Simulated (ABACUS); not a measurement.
# KCl (Sylvite) (Fm-3m) in ABACUS: settings compared

Aim: see how the results for KCl (Sylvite) move with the level of theory and the settings. Levels: TASK, LDA-PW92. Tasks: equation of state, band structure.

Everything below comes from runs of ABACUS 3.10.1. Logs are shortened: lines on timing, memory, paths and dates and some standing lists are left out, and cuts for length are marked.

**Experimental background.**

A printed reference work, monograph reports, for a bulk crystal of KCl: band gap 8.68 eV.

The results are compared with them further down.

### Step 1. The crystal as given

It takes space group Fm-3m (No. 225, cubic). Conventional cell: a = 6.293 Å, b = 6.293 Å, c = 6.293 Å, α = 90.00°, β = 90.00°, γ = 90.00°. Around K (site symmetry m-3m) lie 6 Cl at 3.15 Å. Cl (site symmetry m-3m) is surrounded by 6 K at 3.15 Å.

### Step 2. Equation of state, TASK, 29.28 Å³/atom (volume scaled by 0.94)

INPUT

```
INPUT_PARAMETERS
suffix              KCl
calculation         scf
basis_type          pw
pseudo_dir          ./
symmetry            1
dft_functional      MGGA_X_TASK+LDA_C_PW
ecutwfc             86
pseudo_rcut         10
nspin               1
nbands              12
ks_solver           dav
smearing_method     fd
smearing_sigma      0.00367493
scf_thr             1e-08
scf_nmax            100
mixing_type         broyden
mixing_beta         0.7
cal_force           1
cal_stress          1
mixing_tau          1
kpar                4
```

STRU

```
ATOMIC_SPECIES
K 39.0983 K_ONCV_PBE-1.2.upf
Cl 35.4500 Cl_ONCV_PBE-1.2.upf

LATTICE_CONSTANT
1.8897261246

LATTICE_VECTORS
0.0000000000 3.0822383035 3.0822383035
3.0822383035 0.0000000000 3.0822383035
3.0822383035 3.0822383035 0.0000000000

ATOMIC_POSITIONS
Direct

K
0.0
1
0.0000000000 0.0000000000 0.0000000000 1 1 1

Cl
0.0
1
0.5000000000 0.5000000000 0.5000000000 1 1 1
```

KPT

```
K_POINTS
0
Gamma
4 4 4 0 0 0
```

Potentials or basis: SG15 ONCV 1.2 PBE, plane waves.

Command:

```sh
$ OMP_NUM_THREADS=1 mpirun -np 4 abacus > log
```

running log:

```text
ABACUS v3.10.1

               Atomic-orbital Based Ab-initio Computation at UStc

 ------------------------------------------------------------------------------------

 READING GENERAL INFORMATION
                           global_out_dir = OUT.KCl/
                           global_in_card = INPUT
                               pseudo_dir = ./
[... 8 lines left out ...]

 READING ATOM TYPE 1
                               atom label = K
                      L=0, number of zeta = 1
                      L=1, number of zeta = 1
                      L=2, number of zeta = 1
             number of atom for this type = 1

 READING ATOM TYPE 2
                               atom label = Cl
                      L=0, number of zeta = 1
                      L=1, number of zeta = 1
                      L=2, number of zeta = 1
             number of atom for this type = 1

                        TOTAL ATOM NUMBER = 2
DIRECT COORDINATES
    atom                   x                   y                   z     mag                  vx                  vy                  vz
taud_K1            0.0000000000        0.0000000000        0.0000000000  0.0000        0.0000000000        0.0000000000        0.0000000000
taud_Cl1            0.5000000000        0.5000000000        0.5000000000  0.0000        0.0000000000        0.0000000000        0.0000000000

                          Volume (Bohr^3) = 395.208
                             Volume (A^3) = 58.5636

 Lattice vectors: (Cartesian coordinate: in unit of a_0)
                   +0            +3.08224            +3.08224
             +3.08224                  +0            +3.08224
             +3.08224            +3.08224                  +0
 Reciprocal vectors: (Cartesian coordinate: in unit of 2 pi/a_0)
             -0.16222            +0.16222            +0.16222
             +0.16222            -0.16222            +0.16222
             +0.16222            +0.16222            -0.16222
 The esolver type has been set to : ksdft_pw

                PAO radial cut off (Bohr) = 10

 Read in pseudopotential file is K_ONCV_PBE-1.2.upf
                     pseudopotential type = NC
          exchange-correlation functional = PBE
                 nonlocal core correction = 0
                        valence electrons = 9
                                     lmax = 2
                           number of zeta = 0
                     number of projectors = 6
                           L of projector = 0
                           L of projector = 0
                           L of projector = 1
                           L of projector = 1
                           L of projector = 2
                           L of projector = 2
 XC functional updated to : MGGA_X_TASK+LDA_C_PW
          exchange-correlation functional = MGGA_X_TASK+LDA_C_PW
                PAO radial cut off (Bohr) = 10

 Read in pseudopotential file is Cl_ONCV_PBE-1.2.upf
                     pseudopotential type = NC
          exchange-correlation functional = PBE
                 nonlocal core correction = 0
                        valence electrons = 7
                                     lmax = 1
                           number of zeta = 0
                     number of projectors = 4
                           L of projector = 0
                           L of projector = 0
                           L of projector = 1
                           L of projector = 1
 XC functional updated to : MGGA_X_TASK+LDA_C_PW
          exchange-correlation functional = MGGA_X_TASK+LDA_C_PW
     initial pseudo atomic orbital number = 0

 SETUP THE ELECTRONS NUMBER
             electron number of element K = 9
       total electron number of element K = 9
            electron number of element Cl = 7
      total electron number of element Cl = 7
            AUTOSET number of electrons:  = 16
                           occupied bands = 8
                                   NBANDS = 12
                                   NLOCAL = 18

%%%%%%%%%%%%%%%%%%%%%%%%%%%%%%%%%%%%%%%%%%%%%%%%%%%%%%%%%%%%%%%%%%%%%%%%%%%%%%%%%%%%%%%%%%%%%%%%%%%%%%%%%%
 Warning: the number of valence electrons in pseudopotential > 1 for K: [Ar] 4s1
 Pseudopotentials with additional electrons can yield (more) accurate outcomes, but may be less efficient.
 If you're confident that your chosen pseudopotential is appropriate, you can safely ignore this warning.
%%%%%%%%%%%%%%%%%%%%%%%%%%%%%%%%%%%%%%%%%%%%%%%%%%%%%%%%%%%%%%%%%%%%%%%%%%%%%%%%%%%%%%%%%%%%%%%%%%%%%%%%%%

 SETUP THE PLANE WAVE BASIS
 energy cutoff for charge/potential (unit:Ry) = 344
            fft grid for charge/potential = [ 50, 50, 50 ]
                        fft grid division = [ 1, 1, 1 ]
        big fft grid for charge/potential = [ 50, 50, 50 ]
                                     nbxx = 125000
                                     nrxx = 125000

 SETUP PLANE WAVES FOR CHARGE/POTENTIAL
                    number of plane waves = 42615
                         number of sticks = 1615

[... 43 lines left out ...]
               POINT GROUP IN SPACE GROUP = O_h

 SETUP K-POINTS
                                    nspin = 1
                   Input type of k points = Monkhorst-Pack(Gamma)
                                   nkstot = 64
                       right hand lattice = 1
(for reciprocal lattice: )
                             BRAVAIS TYPE = 2
                     BRAVAIS LATTICE NAME = 02. Cubic I (body-centered)
                                    ibrav = 2
                       right hand lattice = 1
(for k-lattice: )
                             BRAVAIS TYPE = 2
                     BRAVAIS LATTICE NAME = 02. Cubic I (body-centered)
                                    ibrav = 2
                       right hand lattice = 1
                        ROTATION MATRICES = 48
                               nkstot_ibz = 8
K-POINTS REDUCTION ACCORDING TO SYMMETRY
     IBZ    DIRECT_X    DIRECT_Y    DIRECT_Z  WEIGHT  ibz2bz
       1  0.00000000  0.00000000  0.00000000  0.0156       0
       2  0.25000000  0.25000000  0.25000000  0.1250       1
       3  0.50000000  0.50000000  0.50000000  0.0625       2
       4  0.25000000  0.25000000  0.00000000  0.0938       5
       5  0.50000000  0.50000000  0.25000000  0.3750       6
       6  0.50000000  0.25000000  0.25000000  0.1875       7
       7  0.50000000  0.50000000  0.00000000  0.0469      10
       8  0.50000000  0.25000000 -0.25000000  0.0938      27

                               nkstot now = 8
[... K-POINTS DIRECT COORDINATES: 8 rows ...]

           k-point number in this process = 2
       minimum distributed K point number = 2
[... stars of the k points ...]

[... K-POINTS CARTESIAN COORDINATES: 2 rows ...]

[... K-POINTS DIRECT COORDINATES: 2 rows ...]

 SETUP PLANE WAVES FOR WAVE FUNCTIONS
     energy cutoff for wavefunc (unit:Ry) = 86
              fft grid for wave functions = [ 50, 50, 50 ]
                    number of plane waves = 5769
                         number of sticks = 421

 PARALLEL PW FOR WAVE FUNCTIONS
     PROC   COLUMNS(POT)             PW
        1            421           5769
 --------------- sum -------------------
        1            421           5769

 SETUP NONLOCAL PSEUDOPOTENTIALS IN PLANE WAVE BASIS
 K non-local projectors:
 projector 1 L=0
 projector 2 L=0
 projector 3 L=1
 projector 4 L=1
 projector 5 L=2
 projector 6 L=2
 Cl non-local projectors:
 projector 1 L=0
 projector 2 L=0
 projector 3 L=1
 projector 4 L=1
      TOTAL NUMBER OF NONLOCAL PROJECTORS = 26

 Init Non-Local PseudoPotential table :
 Init Non-Local-Pseudopotential done.

                                     npwx = 5306

 -------------------------------------------
 SELF-CONSISTENT
 -------------------------------------------
                                 init_chg = atomic

 PW ALGORITHM --------------- ION=   1  ELEC=   1--------------------------------
 Notice: Threshold on eigenvalues was too large.
 hsover_error=0.16 > DRHO=0.139424
 Origin diag ethr = 0.01
 New diag ethr = 0.000871399

 Density error is 0.140576729503
                          Error Threshold = 0.00087139876672
----------------------------------------------------------
     Energy           Rydberg                 eV
----------------------------------------------------------
 E_KohnSham     -85.8403928625       -1167.9184614879
 E_Harris       -87.6326980807       -1192.3040250108
 E_Fermi        0.3529063930         4.8015378052
----------------------------------------------------------
[... 87 lines left out ...]
 Density error is 7.63733364819e-10
                          Error Threshold = 2.68902406648e-10
----------------------------------------------------------
     Energy           Rydberg                 eV
----------------------------------------------------------
 E_KohnSham     -86.0199033385       -1170.3608268127
 E_KS(sigma->0) -86.0199033385       -1170.3608268127
 E_Harris       -86.0198408546       -1170.3599766758
 E_band         -9.5309666834        -129.6754543421
 E_one_elec     -28.6135822621       -389.3077589562
 E_Hartree      18.8272944136        256.1584819488
 E_xc           -13.2816406751       -180.7059919695
 E_Ewald        -62.9519748149       -856.5055578358
 E_entropy(-TS) 0.0000000000         0.0000000000
 E_descf        0.0000000000         0.0000000000
 E_exx          0.0000000000         0.0000000000
 E_Fermi        0.4187011480         5.6967213719
----------------------------------------------------------

 charge density convergence is achieved
 final etot is -1170.3608268 eV
 EFERMI = 5.6967213719 eV

 STATE ENERGY(eV) AND OCCUPATIONS    NSPIN == 1
 1/2 kpoint (Cartesian) = 0.0000 0.0000 0.0000 (5209 pws)
       1       -28.8258      0.0312500
       2       -12.3040      0.0312500
       3       -9.52352      0.0312500
       4       -9.52352      0.0312500
       5       -9.52352      0.0312500
       6        2.07049      0.0312500
       7        2.07049      0.0312500
       8        2.07049      0.0312500
       9        12.1550    2.50536e-58
      10        13.9839    3.25797e-74
      11        13.9839    3.25797e-74
      12        13.9839    3.25797e-74

 2/2 kpoint (Cartesian) = 0.040555 0.040555 0.040555 (5306 pws)
       1       -28.8169       0.250000
       2       -12.3902       0.250000
       3       -9.52508       0.250000
       4       -9.52508       0.250000
       5       -9.39146       0.250000
       6        1.50440       0.250000
       7        1.87815       0.250000
       8        1.87815       0.250000
       9        13.4728    7.16864e-69
      10        14.3067    4.09544e-76
      11        14.8833    4.02215e-81
      12        14.8833    4.02215e-81

------------------------------------------------------------------------------------------
 TOTAL-FORCE (eV/Angstrom)
------------------------------------------------------------------------------------------
                        K1         0.0000000000         0.0000000000         0.0000000000
                       Cl1         0.0000000000         0.0000000000         0.0000000000
------------------------------------------------------------------------------------------

----------------------------------------------------------------
 TOTAL-STRESS (KBAR)
----------------------------------------------------------------
       -18.1372629644         0.0000000000        -0.0000000000
         0.0000000000       -18.1372629644        -0.0000000000
         0.0000000000        -0.0000000000       -18.1372629644
----------------------------------------------------------------
 TOTAL-PRESSURE: -18.137263 KBAR

 --------------------------------------------
 !FINAL_ETOT_IS -1170.3608268127468364 eV
 --------------------------------------------
```

Wall time 14 s (4 MPI ranks of AMD EPYC 7R43 (Zen 3), shared host); peak memory 0.48 GiB.

What came out:

| Quantity | Value |
| --- | --- |
| Free energy | -1170.3608 eV |
| Pressure | -1.8 GPa |
| Band gap on the k mesh | 10.08 eV, direct |

Caveat: the k mesh is coarse (spacing up to 0.44 Å⁻¹), so the values aren't converged; the potentials were made for another functional, which shifts forces and pressure.

### Step 3. Equation of state, TASK, 30.53 Å³/atom (volume scaled by 0.98)

INPUT is that of step 2.

STRU, as its differences from that of step 2:

```diff
@@ -8,5 +8,5 @@
 LATTICE_VECTORS
-0.0000000000 3.0822383035 3.0822383035
-3.0822383035 0.0000000000 3.0822383035
-3.0822383035 3.0822383035 0.0000000000
+0.0000000000 3.1253521154 3.1253521154
+3.1253521154 0.0000000000 3.1253521154
+3.1253521154 3.1253521154 0.0000000000
```

KPT is that of step 2.

Potentials or basis: SG15 ONCV 1.2 PBE, plane waves.

Command:

```sh
$ OMP_NUM_THREADS=1 mpirun -np 4 abacus > log
```

Run time: 14 s. Hardware: 4 MPI ranks of AMD EPYC 7R43 (Zen 3), shared host; peak memory 0.48 GiB.

The run converged. Its results:

* Free energy: -1170.4765 eV
* Pressure: -5.1 GPa
* Band gap on the k mesh: 9.96 eV, direct

Caveat: the k mesh is coarse (spacing up to 0.44 Å⁻¹), so the values aren't converged; the potentials were made for another functional, which shifts forces and pressure.

### Step 4. Equation of state, TASK, 31.77 Å³/atom (volume scaled by 1.02)

INPUT is that of step 3.

STRU, as its differences from that of step 3:

```diff
@@ -8,5 +8,5 @@
 LATTICE_VECTORS
-0.0000000000 3.1253521154 3.1253521154
-3.1253521154 0.0000000000 3.1253521154
-3.1253521154 3.1253521154 0.0000000000
+0.0000000000 3.1673081569 3.1673081569
+3.1673081569 0.0000000000 3.1673081569
+3.1673081569 3.1673081569 0.0000000000
```

KPT is that of step 3.

Command:

```sh
$ OMP_NUM_THREADS=1 mpirun -np 4 abacus > log
```

Run time: 15 s. Hardware: 4 MPI ranks of AMD EPYC 7R43 (Zen 3), shared host; peak memory 0.48 GiB.

The run converged. Its results:

- Free energy: -1170.5707 eV
- Pressure: -7.9 GPa
- Band gap on the k mesh: 9.84 eV, direct

Caveat: the k mesh is coarse (spacing up to 0.43 Å⁻¹), so the values aren't converged; the potentials were made for another functional, which shifts forces and pressure.

### Step 5. Equation of state, TASK, 33.02 Å³/atom (volume scaled by 1.06)

INPUT is that of step 4.

STRU, as its differences from that of step 4:

```diff
@@ -8,5 +8,5 @@
 LATTICE_VECTORS
-0.0000000000 3.1673081569 3.1673081569
-3.1673081569 0.0000000000 3.1673081569
-3.1673081569 3.1673081569 0.0000000000
+0.0000000000 3.2081811574 3.2081811574
+3.2081811574 0.0000000000 3.2081811574
+3.2081811574 3.2081811574 0.0000000000
```

KPT is that of step 4.

Command:

```sh
$ OMP_NUM_THREADS=1 mpirun -np 4 abacus > log
```

It took 21 s on 4 MPI ranks of AMD EPYC 7R43 (Zen 3), shared host; peak memory 0.52 GiB.

It converged, with:

| Property | Result |
| --- | --- |
| Free energy | -1170.6481 eV |
| Pressure | -10.1 GPa |
| Band gap on the k mesh | 9.73 eV, direct |

Caveat: the k mesh is coarse (spacing up to 0.42 Å⁻¹), so the values aren't converged; the potentials were made for another functional, which shifts forces and pressure.

### Step 6. Equation of state, TASK

Potentials or basis: SG15 ONCV 1.2 PBE, plane waves.

No new run: the results of the series are fitted here.

What came out:

- Equilibrium volume: outside the volumes run

Energy against volume, from the lowest point:
```csv
volume (Å³/atom),energy (meV/atom)
29.282,143.62
30.528,85.80
31.774,38.68
33.020,0.00
```

Caveat: the k mesh is coarse (spacing up to 0.43 Å⁻¹), so the values aren't converged; the potentials were made for another functional, which shifts forces and pressure.

### Step 7. Band structure, LDA-PW92

INPUT

```
INPUT_PARAMETERS
suffix              KCl
calculation         nscf
basis_type          pw
pseudo_dir          ./
symmetry            -1
dft_functional      LDA_X+LDA_C_PW
ecutwfc             73.0
pseudo_rcut         10
nspin               1
nbands              18
ks_solver           dav
smearing_method     fd
smearing_sigma      0.00367493
scf_thr             1e-08
scf_nmax            100
mixing_type         broyden
mixing_beta         0.7
init_chg            file
pw_diag_thr         1e-07
out_band            1
kpar                4
```

STRU

```
ATOMIC_SPECIES
K 39.0983 K.upf
Cl 35.4500 Cl.upf

LATTICE_CONSTANT
1.8897261246

LATTICE_VECTORS
0.0000000000 3.1464700000 3.1464700000
3.1464700000 0.0000000000 3.1464700000
3.1464700000 3.1464700000 0.0000000000

ATOMIC_POSITIONS
Direct

K
0.0
1
0.0000000000 0.0000000000 0.0000000000 1 1 1

Cl
0.0
1
0.5000000000 0.5000000000 0.5000000000 1 1 1
```

KPT

```
K_POINTS
12
Line
0.00000000 0.00000000 0.00000000 10 // G
0.50000000 0.00000000 0.50000000 10 // X
0.50000000 0.25000000 0.75000000 10 // W
0.37500000 0.37500000 0.75000000 10 // K
0.00000000 0.00000000 0.00000000 10 // G
0.50000000 0.50000000 0.50000000 10 // L
0.62500000 0.25000000 0.62500000 10 // U
0.50000000 0.25000000 0.75000000 10 // W
0.50000000 0.50000000 0.50000000 10 // L
0.37500000 0.37500000 0.75000000 1 // K
0.62500000 0.25000000 0.62500000 10 // U
0.50000000 0.00000000 0.50000000 1 // X
```

Potentials or basis: PseudoDojo NC SR 0.4.1 LDA stringent, plane waves.

Command:

```sh
$ OMP_NUM_THREADS=1 mpirun -np 4 abacus > log
```

Run time: 13 s. Hardware: 4 MPI ranks of Intel Xeon Platinum 8488C (Sapphire Rapids), shared host; peak memory 0.44 GiB.

The run converged. Its results:

- Band gap along the path: 4.74 eV, direct

Levels at the corners of the path, in eV from the Fermi level:
```tsv
point	band 6	band 7	band 8	band 9	band 10	band 11
Γ	-2.61	-2.61	-2.61	2.13	5.46	5.46
X	-3.31	-2.85	-2.85	3.56	5.35	7.03
W	-3.13	-3.11	-3.11	5.07	5.07	6.49
K	-3.21	-3.20	-2.92	4.31	6.09	6.32
Γ	-2.61	-2.61	-2.61	2.13	5.46	5.46
L	-3.74	-2.96	-2.96	4.56	5.64	7.65
U	-3.21	-3.20	-2.92	4.31	6.09	6.32
W	-3.13	-3.11	-3.11	5.07	5.07	6.49
L	-3.74	-2.96	-2.96	4.56	5.64	7.65
K	-3.21	-3.20	-2.92	4.31	6.09	6.32
U	-3.21	-3.20	-2.92	4.31	6.09	6.32
X	-3.31	-2.85	-2.85	3.56	5.35	7.03
```

Caveat: the density is read from an earlier self-consistent run, whose mesh may be coarse.

### Step 8. Comparison with measurements

Step 7. Measured gap of KCl: 8.68 eV (a printed reference work, monograph). This calculation gives 4.74 eV (-3.94 eV). The value is that of LDA-PW92, without temperature or zero-point motion. Semilocal functionals fall short of measured gaps as a rule.
